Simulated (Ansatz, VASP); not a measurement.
**Two plane-wave programs on ZnO**

Contents of INCAR:

```
SYSTEM = ZnO
ALGO     = Normal         ! electronic algorithm
EDIFF    = 1E-6           ! SCF threshold, eV
ENCUT    = 520            ! plane-wave cutoff, eV
GGA      = PE             ! functional
ISIF     = 2              ! what is computed and relaxed
ISMEAR   = 0              ! smearing method
LASPH    = .TRUE.         ! aspherical terms in the spheres
LCHARG   = .TRUE.         ! write CHGCAR
LELF     = .TRUE.         ! ELF
LREAL    = .FALSE.        ! projectors in reciprocal space
LVHAR    = .TRUE.       
LWAVE    = .FALSE.        ! write WAVECAR
NBANDS   = 46             ! bands
NELM     = 60             ! most SCF steps
PREC     = Accurate       ! precision mode
SIGMA    = 0.1            ! smearing width, eV
```

Contents of KPOINTS:

```
k-points
0
G
  4 4 2
  0 0 0
```

POSCAR

```
ZnO
1.0
   -1.7220897111      2.9827468749      0.0000000000
    0.0000000000      0.0000000000      4.6177488697
    5.1662691334      2.9827468749      0.0000000000
Zn O
4 4
Direct
    0.5000000000      0.2500000000      0.1666666667
    0.0000000000      0.2500000000      0.6666666667
    0.0000000000      0.7500000000      0.3333333333
    0.5000000000      0.7500000000      0.8333333333
    0.0000000000      0.2500000000      0.3333333333
    0.5000000000      0.2500000000      0.8333333333
    0.5000000000      0.7500000000      0.1666666667
    0.0000000000      0.7500000000      0.6666666667
```

Input for Ansatz:

```yaml
crystal:
  lattice:
    - [-1.7220897111, 2.9827468749, 0.0]
    - [0.0, 0.0, 4.6177488697]
    - [5.1662691334, 2.9827468749, 0.0]
  atoms:
    - { symbol: Zn, position: [0.5, 0.25, 0.1666666667] }
    - { symbol: Zn, position: [0.0, 0.25, 0.6666666667] }
    - { symbol: Zn, position: [0.0, 0.75, 0.3333333333] }
    - { symbol: Zn, position: [0.5, 0.75, 0.8333333333] }
    - { symbol: O, position: [0.0, 0.25, 0.3333333333] }
    - { symbol: O, position: [0.5, 0.25, 0.8333333333] }
    - { symbol: O, position: [0.5, 0.75, 0.1666666667] }
    - { symbol: O, position: [0.0, 0.75, 0.6666666667] }
basis:
  ecutwfc: 420
kpoints:
  mp_grid: { grid: [4, 4, 2] }
hamiltonian:
  xc: pbe
scf:
  occupations: { method: gaussian, width: 0.1 }
  lower_state_search: "off"
output:
  forces: true
  stress: true
  eigenvalues: true
```

Alike in both runs: task single point; functional PBE; k mesh 4 × 4 × 2; occupations gaussian, width 0.1 eV; no spin polarisation.

|  | VASP | Ansatz |
| --- | --- | --- |
| version | VASP 6.6.1 | Ansatz 0.2.0 |
| potentials or method | VASP PAW PBE potentials, release 64 (Zn, O) | scalar-relativistic, plane waves, PAW |
| plane-wave cutoff (eV) | 520 | 420 |
| valence electrons in the cell | 72 | 72 |

```tsv
	VASP	Ansatz	Ansatz less VASP
gap on the k mesh at the Fermi level (eV)	0.93	0.95	+0.019
least direct gap on the mesh (eV)	0.93	0.95	+0.019
pressure (GPa)	0.9	0.0	-0.90
largest component of the traceless stress (GPa)	0.61	0.11	-0.497
```

The functional is the same, so the differences come from potentials, cutoffs and numerics.

Caveats: the k mesh is coarse (spacing up to 0.53 Å⁻¹), so the values aren't converged.
